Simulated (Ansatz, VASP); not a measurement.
Two plane-wave programs on BeS

Contents of INCAR:

```
SYSTEM = BeS
  PREC = Accurate
  ENCUT = 520
  EDIFF = 1E-8
  ISMEAR = -1
  SIGMA = 0.02
  LREAL = .FALSE.
  LASPH = .TRUE.
  NELM = 80
  ALGO = Normal
  ISIF = 2
  LWAVE = .FALSE.
  LCHARG = .FALSE.
  GGA = PE
  LEFG = .TRUE.
  NBANDS = 11
```

Contents of KPOINTS:

```
Automatic mesh
0
G
  7 7 7
  0 0 0
```

File POSCAR:

```
BeS
1.0
    0.0000000000      2.4250000000      2.4250000000
    2.4250000000      0.0000000000      2.4250000000
    2.4250000000      2.4250000000      0.0000000000
Be S
1 1
Direct
    0.0000000000      0.0000000000      0.0000000000
    0.7500000000      0.7500000000      0.7500000000
```

Input for Ansatz:

```yaml
crystal:
  lattice:
    - [0.0, 2.425, 2.425]
    - [2.425, 0.0, 2.425]
    - [2.425, 2.425, 0.0]
  atoms:
    - { symbol: Be, position: [0.0, 0.0, 0.0] }
    - { symbol: S, position: [0.75, 0.75, 0.75] }
kpoints:
  mp_grid: { grid: [7, 7, 7] }
scf:
  occupations: { method: fermi_dirac, width: 0.02 }
hamiltonian:
  xc: pbe
  pseudopotentials: { kind: paw }
output:
  forces: true
  stress: true
  eigenvalues: true
  efg: { contact_densities: true }
```

Alike in both runs: task electric field gradients; functional PBE; k mesh 7 × 7 × 7; occupations fermi-dirac, width 0.02 eV; no spin polarisation.

|  | VASP | Ansatz |
| --- | --- | --- |
| version | VASP 6.6.1 | Ansatz 0.2.0 |
| potentials or method | VASP PAW PBE potentials, release 64 (Be, S) | PAW with Ansatz's default frozen-core files, scalar-relativistic |
| plane-wave cutoff (eV) | 520 | 420 |
| valence electrons in the cell | 8 | 8 |

|  | VASP | Ansatz | Ansatz less VASP |
| --- | --- | --- | --- |
| gap on the k mesh at the Fermi level (eV) | 3.26 | 3.26 | -0.002 |
| pressure (GPa) | 1.6 | 1.6 | -0.01 |
| Vzz of the field gradient on the site that differs most (V/Å²) | 0.0 | 0.0 | 0.00 |

Caveats: an odd mesh through Γ misses points on the zone boundary, where band edges often lie. Expect the measured gap to be larger: semilocal functionals such as PBE lack the derivative discontinuity.
